**Parity, stiffness and work integral for TaN under xy shear**

The table holds the energy change, xy shear stress and pressure of WC-type TaN at five engineering shear strains, from plane-wave PAW calculations with PBEsol, no spin polarisation, clamped atoms and an unrelaxed starting cell. The program orders the rows by strain magnitude, works out the stiffness from stress and from energy, and tests the parameter-free work formula $dE/d\gamma = V_0[\tau - (\gamma/4)(\sigma_{xx}+\sigma_{yy})]$. The formula reproduces the computed energies to 0.004 meV/atom or better, while the shear stress alone overshoots by up to 0.25 meV/atom. Stress over strain rises from 222 to 234 GPa in shrinking steps, unlike a strain-squared law, and the pressure rises as 267 to 270 GPa times the strain squared. The output also lists the bond-length changes from the geometry, the smearing term and the orders of the forces on the atoms.

TaN (P-6m2, a = 2.938, c = 2.883 Å, not relaxed at this level) under engineering xy shear with fractional coordinates fixed. Computed with Ansatz 0.2.0: plane-wave PAW, scalar-relativistic PBEsol without spin polarisation, 420 eV cutoff, 18×18×16 k mesh, 0.15 eV Gaussian smearing. Energies are free energies relative to zero strain; pressure is positive in compression.

## The fit in Python

```python
# Table: WC-type TaN under xy engineering shear, atoms clamped: energy change, shear stress, pressure
# (Ansatz 0.2.0, plane-wave PAW, PBEsol, no spin, unrelaxed start). Tested: parity in strain, stiffness from
# stress and energy, quadratic pressure, and the work integral dE/dg = V0[s_xy - (g/4)(s_xx+s_yy)].
T = {
    'strain': [-0.06, -0.03, 0.0, 0.015, 0.045],
    'energy_change': [27.5, 6.7, 0.0, 1.6, 15.3],  # meV/atom
    'tensile_stress_along_pattern': [-14.05, -6.81, 0.0, 3.33, 10.39],  # GPa
    'pressure': [-3.91, -4.62, -4.87, -4.81, -4.32],  # GPa
}
import numpy as np
from scipy.constants import e
from scipy.interpolate import CubicSpline
s = np.array(T['strain'], float); o = np.argsort(abs(s)); g = abs(s[o]); sg = np.sign(s[o])
E = np.array(T['energy_change'], float)[o]; P = np.array(T['pressure'], float)[o]
tau = np.array(T['tensile_stress_along_pattern'], float)[o]
# further outputs of the same runs, in table order (more digits; stress tensor compression positive)
Ef = 500*np.array([0.055042, 0.013416, 0, 0.0032987, 0.030595])[o]   # free energy, meV/atom
E0 = 500*np.array([0.055092, 0.013363, 0, 0.0032552, 0.030573])[o]   # zero-smearing energy
xx = np.array([-4.080704, -4.584374, -4.790784, -4.745813, -4.350611])[o]
yy = np.array([-2.938848, -4.352368, -4.790784, -4.675162, -3.783431])[o]
zz = np.array([-4.697084, -4.934404, -5.017457, -4.997897, -4.828805])[o]
xy = abs(np.array([14.04832, 6.811346, 0, -3.334346, -10.39144]))[o]
fx = np.array([-0.1044, -0.048, 0, 0.0236, 0.0744])[o]; fy = np.array([-0.03, -0.0067, 0, -0.0016, -0.0159])[o]
dmin = np.array([2.193, 2.209, 2.226, 2.218, 2.201])[o]
a, c = 2.938, 2.883; V = np.sqrt(3)/4*a*a*c
k = V*1e-30*1e9/e*1e3   # meV/atom per GPa
def row(label, v, f): print(f"{label:<44}" + " ".join(format(x, f) for x in v))
h = g[1:]
print(f"volume {V:.3f} A^3/atom; 1 GPa = {k:.2f} meV/atom")
row("strain, ordered by magnitude", s[o][1:], "8.3f")
sec = tau[1:]/s[o][1:]; secf = xy[1:]/h
row("stress/strain, table (GPa)", sec, "8.1f")
row("  rounding uncertainty (GPa)", 0.005/h, "8.2f")
row("stress/strain, more digits (GPa)", secf, "8.2f")
st = np.diff(secf)
row("  steps between magnitudes (GPa)", st, "8.2f")
row("  steps if growing as strain^2 (GPa)", st[0]*np.diff(h**2)/np.diff(h**2)[0], "8.2f")
print(f"  total rise {secf[-1]-secf[0]:.1f} GPa = {100*(secf[-1]/secf[0]-1):.1f} %")
print(f"  zero-strain value from two smallest: {secf[0]-st[0]*h[0]**2/(h[1]**2-h[0]**2):.1f} (strain^2), {secf[0]-st[0]*h[0]/(h[1]-h[0]):.1f} (linear) GPa")
row("local slope of stress per interval (GPa)", np.diff(xy)/np.diff(g), "8.1f")
row("2E/(V g^2), table energies (GPa)", 2*E[1:]/(k*h**2), "8.1f")
row("  rounding uncertainty (GPa)", 0.1/(k*h**2), "8.1f")
Cf = 2*Ef[1:]/(k*h**2); C0 = 2*E0[1:]/(k*h**2)
row("2E/(V g^2), free energy, more digits (GPa)", Cf, "8.1f")
row("2E/(V g^2), zero-smearing energy (GPa)", C0, "8.1f")
print(f"  rise: free {Cf[-1]-Cf[0]:.1f}, zero-smearing {C0[-1]-C0[0]:.1f} GPa")
row("free minus zero-smearing (meV/atom)", (Ef-E0)[1:], "8.3f")
row("stress/strain minus energy value (GPa)", secf-Cf, "8.1f")
print(f"half the in-plane tension at zero strain {-xx[0]/2:.2f} GPa")
W = lambda w: k*np.array([CubicSpline(g, w).integrate(0, x) for x in h])
W1, W2 = W(xy), W(xy+g/4*(xx+yy))
row("computed free energy (meV/atom)", Ef[1:], "8.3f")
row("work of shear stress alone (meV/atom)", W1, "8.3f"); row("  minus computed", W1-Ef[1:], "8.3f")
row("work with diagonal stress term (meV/atom)", W2, "8.3f"); row("  minus computed", W2-Ef[1:], "8.3f")
row("  size of diagonal term (meV/atom)", W2-W1, "8.3f")
print("table energies are rounded to +-0.05 meV/atom")
row("pressure rise, table (GPa, +-0.01)", P[1:]-P[0], "8.2f")
dp = ((xx+yy+zz)[1:]-(xx+yy+zz)[0])/3
row("pressure rise/strain^2, more digits (GPa)", dp/h**2, "8.1f")
for n, v in (("xx", xx), ("yy", yy), ("zz", zz)): row(f"  {n} rise/strain^2 (GPa)", (v[1:]-v[0])/h**2, "8.1f")
row("volume change -g^2/4 (%)", -25*h**2, "8.4f")
print(f"bulk modulus needed if volume alone did it: {4*np.mean(dp/h**2):.0f} GPa")
d = lambda q: np.sqrt(a*a/3*(1+2*q*h+h**2/4)+c*c/4); d0 = np.sqrt(a*a/3+c*c/4)
print(f"unstrained Ta-N {d0:.3f} A"); row("short pair from geometry (A)", d(-np.sqrt(3)/4), "8.3f")
row("shortest distance in the runs (A)", dmin[1:], "8.3f")
for n, q in (("short", -np.sqrt(3)/4), ("middle", 0), ("long", np.sqrt(3)/4)): row(f"  {n} pair change (%)", 100*(d(q)/d0-1), "8.2f")
row("force x / strain (eV/A)", fx[1:]/s[o][1:], "8.2f"); row("force y / strain^2 (eV/A)", fy[1:]/h**2, "8.1f")
assert np.all(np.sign(tau) == sg) and np.all(np.diff(E) > 0) and np.all(np.diff(P) > 0)
assert np.all(st > 0) and np.all(np.diff(st) < 0)
assert abs(W2[-1]-Ef[-1]) < 0.05 < abs(W1[-1]-Ef[-1])
assert 1.9 < np.log(dp[-1]/dp[0])/np.log(h[-1]/h[0]) < 2.1
```

It prints:

```
volume 10.776 A^3/atom; 1 GPa = 67.26 meV/atom
strain, ordered by magnitude                   0.015   -0.030    0.045   -0.060
stress/strain, table (GPa)                     222.0    227.0    230.9    234.2
  rounding uncertainty (GPa)                    0.33     0.17     0.11     0.08
stress/strain, more digits (GPa)              222.29   227.04   230.92   234.14
  steps between magnitudes (GPa)                4.76     3.88     3.22
  steps if growing as strain^2 (GPa)            4.76     7.93    11.10
  total rise 11.8 GPa = 5.3 %
  zero-strain value from two smallest: 220.7 (strain^2), 217.5 (linear) GPa
local slope of stress per interval (GPa)       222.3    231.8    238.7    243.8
2E/(V g^2), table energies (GPa)               211.5    221.4    224.7    227.2
  rounding uncertainty (GPa)                     6.6      1.7      0.7      0.4
2E/(V g^2), free energy, more digits (GPa)     218.0    221.6    224.6    227.3
2E/(V g^2), zero-smearing energy (GPa)         215.1    220.8    224.5    227.5
  rise: free 9.3, zero-smearing 12.4 GPa
free minus zero-smearing (meV/atom)            0.022    0.027    0.011   -0.025
stress/strain minus energy value (GPa)           4.3      5.4      6.3      6.8
half the in-plane tension at zero strain 2.40 GPa
computed free energy (meV/atom)                1.649    6.708   15.298   27.521
work of shear stress alone (meV/atom)          1.668    6.776   15.446   27.769
  minus computed                               0.019    0.068    0.148    0.248
work with diagonal stress term (meV/atom)      1.650    6.706   15.295   27.517
  minus computed                               0.001   -0.002   -0.002   -0.004
  size of diagonal term (meV/atom)            -0.018   -0.070   -0.151   -0.251
table energies are rounded to +-0.05 meV/atom
pressure rise, table (GPa, +-0.01)              0.06     0.25     0.55     0.96
pressure rise/strain^2, more digits (GPa)      266.9    269.6    269.3    266.9
  xx rise/strain^2 (GPa)                       199.9    229.3    217.4    197.2
  yy rise/strain^2 (GPa)                       513.9    487.1    497.5    514.4
  zz rise/strain^2 (GPa)                        86.9     92.3     93.2     89.0
volume change -g^2/4 (%)                     -0.0056  -0.0225  -0.0506  -0.0900
bulk modulus needed if volume alone did it: 1073 GPa
unstrained Ta-N 2.226 A
short pair from geometry (A)                   2.218    2.209    2.201    2.193
shortest distance in the runs (A)              2.218    2.209    2.201    2.193
  short pair change (%)                        -0.38    -0.75    -1.12    -1.49
  middle pair change (%)                        0.00     0.01     0.01     0.03
  long pair change (%)                          0.38     0.76     1.14     1.52
force x / strain (eV/A)                         1.57     1.60     1.65     1.74
force y / strain^2 (eV/A)                       -7.1     -7.4     -7.9     -8.3
```
